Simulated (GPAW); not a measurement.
# GaN (F-43m) in GPAW: single point with PBE

Aim: the single point of GaN with PBE.

Program: GPAW 26.7.0. These are calculated values, not measurements. Logs are shortened: lines on timing, memory, paths and dates and some standing lists are left out, and cuts for length are marked. The log counts tension as positive stress, the text compression.

**The experiment to reproduce.**

A printed reference work, textbook reports, for a bulk crystal of GaN at 0 K: band gap 3.299 eV (direct).

The runs below are set against these values where they give the same quantity.

### Step 1. The crystal as given

Symmetry: F-43m, No. 216, cubic system. Conventional cell: a = 4.507 Å, b = 4.507 Å, c = 4.507 Å, α = 90.00°, β = 90.00°, γ = 90.00°. Around Ga (site symmetry -43m) lie 4 N at 1.95 Å. N (site symmetry -43m) is surrounded by 4 Ga at 1.95 Å.

The cell is a database's computed one.

### Step 2. Single point, PBE

Input file run.py:

```python
from ase.dft.bandgap import bandgap
from ase.io import read, write
from ase.units import GPa
from gpaw import GPAW, PW

atoms = read('POSCAR')

calc = GPAW(mode=PW(650),
            xc='PBE',
            kpts={'size': (8, 8, 8), 'gamma': True},
            occupations={'name': 'fermi-dirac', 'width': 0.05},
            nbands=11,
            maxiter=120,
            txt='gpaw.txt')
atoms.calc = calc
energy = atoms.get_potential_energy()
forces = atoms.get_forces()
stress = atoms.get_stress()
calc.write('gs.gpw')
write('result.traj', atoms)
print(f'Energy: {energy:.6f} eV')
print('Forces (eV/A):')
print(forces.round(4))
print('Stress (GPa):', (stress / GPa).round(3))
print('Fermi level:', round(calc.get_fermi_level(), 4), 'eV')
print(f'Gap: {bandgap(calc)[0]:.4f} eV, direct: {bandgap(calc, direct=True)[0]:.4f} eV')
```

Input file POSCAR:

```
GaN
1.0
    0.0000000000      2.2535006075      2.2535006075
    2.2535006075      0.0000000000      2.2535006075
    2.2535006075      2.2535006075      0.0000000000
Ga N
1 1
Direct
    0.0000000000      0.0000000000      0.0000000000
    0.2500000000      0.2500000000      0.2500000000
```

Potentials or basis: GPAW PAW data sets (gpaw-data 1.2.1), pw.

Started as:

```
$ OMP_NUM_THREADS=1 python run.py
```

gpaw.txt:

```text
__  _  _
 | _ |_)|_||  |
 |__||  | ||/\| - 26.7.0

Input parameters:
  mode=PW(ecut=650.0),
  kpts=MonkhorstPack(size=(8, 8, 8), gamma=True),
  maxiter=120,
  nbands=11,
  occupations=Occupations(name='fermi-dirac', width=0.05),
  xc=XC(name='PBE')

Diagonalizing LCAO Hamiltonian
Converting LCAO to pw mode

           N
       Ga

Atoms  # Å, Bohr magnetons
|   | symbol |        x |        y |        z |    initial magnetic moments |
|---|--------|----------|----------|----------|-----------------------------|
| 0 |     Ga | 0.000000 | 0.000000 | 0.000000 | ( 0.0000,  0.0000,  0.0000) |
| 1 |      N | 1.126750 | 1.126750 | 1.126750 | ( 0.0000,  0.0000,  0.0000) |

Unit cell  # Å
| periodic |        x |        y |        z |  lengths |    angles |
|----------|----------|----------|----------|----------|-----------|
|      yes | 0.000000 | 2.253501 | 2.253501 | 3.186931 | 60.000000 |
|      yes | 2.253501 | 0.000000 | 2.253501 | 3.186931 | 60.000000 |
|      yes | 2.253501 | 2.253501 | 0.000000 | 3.186931 | 60.000000 |

Number of symmetries: 24
Symmetry operations  # r_c * U_cc + t_c -> r_c
|    | kind |            matrix            |
|----|------|------------------------------|
|  0 |  E   |  1, 0, 0,  0, 1, 0,  0, 0, 1 |
|  1 |  σ   |  1, 0, 0,  0, 0, 1,  0, 1, 0 |
|  2 |  σ   |  1, 0,-1,  0, 1,-1,  0, 0,-1 |
|  3 |  C3  |  1, 0,-1,  0, 0,-1,  0, 1,-1 |
|  4 |  C3  |  1,-1, 0,  0,-1, 1,  0,-1, 0 |
|  5 |  σ   |  1,-1, 0,  0,-1, 0,  0,-1, 1 |
|  6 |  σ   |  0, 1, 0,  1, 0, 0,  0, 0, 1 |
|  7 |  C3  |  0, 1, 0,  0, 0, 1,  1, 0, 0 |
|  8 |  C2  |  0, 1,-1,  1, 0,-1,  0, 0,-1 |
|  9 |  S4  |  0, 1,-1,  0, 0,-1,  1, 0,-1 |
| 10 |  C3  |  0, 0, 1,  1, 0, 0,  0, 1, 0 |
| 11 |  σ   |  0, 0, 1,  0, 1, 0,  1, 0, 0 |
| 12 |  S4  |  0, 0,-1,  1, 0,-1,  0, 1,-1 |
| 13 |  C3  |  0, 0,-1,  0, 1,-1,  1, 0,-1 |
| 14 |  S4  |  0,-1, 1,  1,-1, 0,  0,-1, 0 |
| 15 |  C2  |  0,-1, 1,  0,-1, 0,  1,-1, 0 |
| 16 |  C3  |  0,-1, 0,  1,-1, 0,  0,-1, 1 |
| 17 |  S4  |  0,-1, 0,  0,-1, 1,  1,-1, 0 |
| 18 |  S4  | -1, 1, 0, -1, 0, 1, -1, 0, 0 |
| 19 |  C3  | -1, 1, 0, -1, 0, 0, -1, 0, 1 |
| 20 |  C3  | -1, 0, 1, -1, 1, 0, -1, 0, 0 |
| 21 |  S4  | -1, 0, 1, -1, 0, 0, -1, 1, 0 |
| 22 |  σ   | -1, 0, 0, -1, 1, 0, -1, 0, 1 |
| 23 |  C2  | -1, 0, 0, -1, 0, 1, -1, 1, 0 |

BZ-sampling:
  Number of BZ points: 512
  Number of IBZ points: 29

  Monkhorst-Pack size: [8, 8, 8]
  Monkhorst-Pack shift: [0.0625, 0.0625, 0.0625]

K-points  # in reciprocal-cell coordinates
|     |                                coordinates |     weight |
|-----|--------------------------------------------|------------|
|   0 | (  0.00000000,   0.00000000,   0.00000000) | 0.00195312 |
|   1 | (  0.12500000,   0.12500000,   0.00000000) | 0.01171875 |
|   2 | (  0.12500000,   0.12500000,   0.12500000) | 0.01562500 |
|   3 | (  0.25000000,   0.12500000,   0.12500000) | 0.02343750 |
|   4 | (  0.25000000,   0.25000000,   0.00000000) | 0.01171875 |
|   5 | (  0.25000000,   0.25000000,   0.12500000) | 0.04687500 |
|   6 | (  0.25000000,   0.25000000,   0.25000000) | 0.01562500 |
|   7 | (  0.37500000,   0.25000000,  -0.37500000) | 0.04687500 |
|   8 | (  0.37500000,   0.25000000,   0.12500000) | 0.04687500 |
|   9 | (  0.37500000,   0.25000000,   0.25000000) | 0.04687500 |
| ... |                                            |            |
|  28 | (  0.50000000,   0.50000000,   0.50000000) | 0.00781250 |

Plane wave coefficients: 881
Cutoff: 650.0 eV

Spin-components: 1 (collinear spins)
Bands:           11
Projectors:      10
Spin-degeneracy: 2
Datatype:        complex128

Parallelization:
  kpt:    1
  domain: 1
  band:   1

Density:
  Valence electrons: 8.0
  Components: 1
  Grid points: [20 20 20]
  Charge: 0.0  # |e|

Potential:
  Grid points: [20 20 20]

species:
  Ga:
    name:    Gallium
    Z:       31.0
    valence: 3
    core:    28
    charge:  0.0  # [|e|]
    compensation charges:
      type: gauss
      rc: 0.37  # [Å]
      lmax: 2
    cutoffs:
      filter: 2.06  # [Å]
      core: 4.17  # [Å]
    projectors
    | kind |    occ | energy [eV] | rcut [Å] |
    |------|--------|-------------|----------|
    |   4s |  2.000 |      -8.945 |    1.164 |
    |   4p |  1.000 |      -2.580 |    1.164 |
    |    s |        |      18.266 |    1.164 |
    |    p |        |      24.631 |    1.164 |
    |    d |        |       0.000 |    1.164 |

    Using partial waves for Ga as LCAO basis

  N:
    name:    Nitrogen
    Z:       7.0
    valence: 5
    core:    2
    charge:  0.0  # [|e|]
    compensation charges:
      type: gauss
      rc: 0.18  # [Å]
      lmax: 2
    cutoffs:
      filter: 1.11  # [Å]
      core: 0.96  # [Å]
    projectors
    | kind |    occ | energy [eV] | rcut [Å] |
    |------|--------|-------------|----------|
    |   2s |  2.000 |     -18.583 |    0.603 |
    |   2p |  3.000 |      -7.089 |    0.529 |
    |    s |        |       8.629 |    0.603 |
    |    p |        |      20.123 |    0.529 |
    |    d |        |       0.000 |    0.577 |

    Using partial waves for N as LCAO basis

Reference energy: -54366.393033  # eV

eigensolver:
  PPCG
  Converge bands: occupied
  niter=2

density mixing:
  MSR1-Mixer
  Pratt-step length: 0.05
  Maximum mixing coefficient: 0.75
  Old densities: 10
  SVD Regularization: 0.005
  Good broyden scale: 1.0
  Trust region scale: 1.0
  Backstep threshold: 4.0
  History deletion threshold: 6.0
  Fourier metric: weight=20.0, sigma=0.015

occupation numbers:
  Fermi-Dirac:
    width: 0.0500  # eV

poisson solver:
  ecut: 5200.0  # eV

xc functional:
  name: PBE with 2 nearest neighbor stencil

convergence criteria:
- Maximum [total energy] change in last 3 cyles: 0.0005 eV / valence electron
- Maximum integral of absolute [dens]ity change: 0.0001 electrons / valence electron
- Maximum integral of absolute [eigenst]ate change: 4e-08 eV^2 / valence electron
maximum number of iterations: 120

SCF iterations
|iter     | |      energy | eigst |  dens |
|---------|-|-------------|-------|-------|
|iter:   1| |  -13.793338 | -0.30 |       |
|iter:   2| |  -13.307948 | -2.05 | -0.57 |
|iter:   3| |  -12.003222 | -0.70 | -0.62 |
|iter:   4| |  -12.001975 | -3.23 | -1.30 |
|iter:   5| |  -12.002868c| -3.51 | -1.57 |
|iter:   6| |  -12.002892c| -5.56 | -2.85 |
|iter:   7| |  -12.002904c| -6.24 | -3.17 |
|iter:   8| |  -12.002904c| -8.36c| -4.37c|

Converged in 8 steps
Energy contributions relative to reference atoms: (reference = -54366.393033)

Energy contributions:
  Kinetic:          33.517966
  Coulomb:         -29.321115
  Zero:              0.082909
  External:          0.000000
  Xc:              -16.282664
  Entropy:          -0.000000
  Spinorbit:         0.000000
  ----------------------------
  Free energy:     -12.002904
  Extrapolated:    -12.002904

dipole moment: (-12.569318, -12.569318, -12.569318)  # |e|*Ang

Fermi level: 7.297
Eigenvalues  # (at kpt = [0.000, 0.000, 0.000])
| band index |      eig [eV] | occ [0-2] |
|------------|---------------|-----------|
|          0 |        -9.471 |     2.000 |
|          1 |         6.395 |     2.000 |
|          2 |         6.395 |     2.000 |
|          3 |         6.395 |     2.000 |
|          4 |         8.221 |     0.000 |
|          5 |        16.800 |     0.000 |
|          6 |        16.800 |     0.000 |
|          7 |        16.800 |     0.000 |
|          8 |        24.090 |     0.000 |
|          9 |        24.818 |     0.000 |
|         10 |        24.827 |     0.000 |

Gap: 1.826 eV
Transition (v -> c):
  (s=0, k=0, n=3, [0.00, 0.00, 0.00]) -> (s=0, k=0, n=4, [0.00, 0.00, 0.00])
No difference between direct/indirect transitions

Forces  # eV/Ang
|       x |        y |        z |
|---------|----------|----------|
| 0.00000 | -0.00000 |  0.00000 |  # Ga   0
| 0.00000 |  0.00000 | -0.00000 |  # N    1

Stress tensor  # eV/Ang^3
|         x |         y |         z |
|-----------|-----------|-----------|
| -0.059648 |  0.000000 |  0.000000 |
|  0.000000 | -0.059648 |  0.000000 |
|  0.000000 |  0.000000 | -0.059648 |

# Writing to gs.gpw (mode='')
```

Wall time 4.5 s (1 thread of INTEL XEON PLATINUM 8581C at 2.10GHz (Emerald Rapids), shared host); peak memory 0.14 GiB.

What came out:

```yaml
Free_energy: -12.0029 eV
Pressure: 9.6 GPa
Band_gap_on_the_k_mesh: 1.83 eV, direct
```

Caveat: the cutoff is short for stress and forces, so pressures can be off by a GPa or more.

### Step 3. Against experiment

Step 2. A measured gap of GaN is 3.299 eV (direct; 0 K; a printed reference work, textbook); the calculated 1.83 eV misses it by -1.47 eV. Spin-orbit coupling on Ga is left out. The value is that of PBE, without temperature or zero-point motion. Semilocal functionals fall short of measured gaps as a rule. The cell is a database's relaxed one, not the measured one, which moves gaps too.
